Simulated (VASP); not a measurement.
**HfS2: phonons with PBE+D3(BJ)**

The system is HfS2.

```
CELL_PARAMETERS angstrom
3.59936 0.00000 0.00000
-1.79968 3.11714 0.00000
0.00000 0.00000 5.76533
ATOMIC_POSITIONS crystal
Hf 0.00000 0.00000 0.00000
S 0.66667 0.33333 0.74789
S 0.33333 0.66667 0.25211
```

The cell is a database's computed one.

```
Program                : VASP 6.6.1
Task                   : phonons
Functional             : PBE
Dispersion             : D3(BJ)
Potentials or basis    : VASP PAW PBE potentials, release 64 (Hf_pv, S)
Cutoff                 : 600 eV
k mesh                 : 9 × 9 × 5
Occupations            : gaussian, width 0.03 eV
Spin                   : no spin polarisation
Target pressure        : -1.5 GPa
By perturbation theory : no
Further INCAR settings : ALGO = Normal; EDIFF = 1e-08; IBRION = 6; POTIM = 0.015; NSW = 1
```

```
Relaxed volume                                          : 23.12 Å³/atom
Relaxed cell                                            : a = 3.628 Å, b = 3.628 Å, c = 6.084 Å, α = 90.00°, β = 90.00°, γ = 120.00°
Space group after relaxing (to 0.05 Å)                  : P-3m1 (No. 164)
Highest phonon frequency at Γ, LO-TO splitting left out : 322 cm⁻¹
Dispersion energy per atom                              : -0.316 eV
```

Step by step:
```
step  energy change (eV)  largest force (eV/Å)  pressure (GPa)  volume (Å³)
   1              0.0000                0.0035            0.00        64.69
   2              0.0176                0.3418           -2.86        66.60
   3              0.0046                0.1751           -1.49        65.65
   4              0.0049                0.1371           -1.49        65.95
   5              0.0090                0.0254           -1.47        66.85
   6              0.0126                0.0274           -1.45        67.30
   7              0.0136                0.0109           -1.51        67.65
   8              0.0187                0.0310           -1.61        68.50
   9              0.0212                0.0472           -1.64        68.80
  10              0.0203                0.0307           -1.14        68.70
  11              0.0206                0.0110           -1.41        68.75
  12              0.0217                0.0004           -1.43        68.87
  13              0.0227                0.0091           -1.44        68.99
  14              0.0243                0.0177           -1.63        69.16
  15              0.0234                0.0024           -1.52        69.06
  16              0.0234                0.0046           -1.50        69.06
  17              0.0234                0.0058           -1.49        69.07
  18              0.0237                0.0059           -1.49        69.09
  19              0.0244                0.0062           -1.51        69.18
  20              0.0260                0.0068           -1.53        69.34
  21              0.0260                0.0023           -1.51        69.35
  22              0.0260                0.0015           -1.50        69.35
  23              0.0260                0.0002           -1.50        69.35
```

Final structure:
```
CELL_PARAMETERS angstrom
3.62800 0.00000 0.00000
-1.81400 3.14194 0.00000
0.00000 0.00000 6.08367
ATOMIC_POSITIONS crystal
Hf 0.00000 0.00000 0.00000
S 0.66667 0.33333 0.76193
S 0.33333 0.66667 0.23807
```

Phonon frequencies in cm⁻¹ (negative: imaginary):
```
              q point                    frequencies
(0.000, 0.000, 0.000)  0 0 0 145 145 254 254 302 322
```

Wall time 13 min on 2 MPI ranks on Intel(R) Xeon(R) Platinum 8375C CPU @ 2.90GHz (Ice Lake) (shared host), peak memory 0.54 GiB a rank.

The run has no spin-orbit coupling, so splittings on Hf are missing.
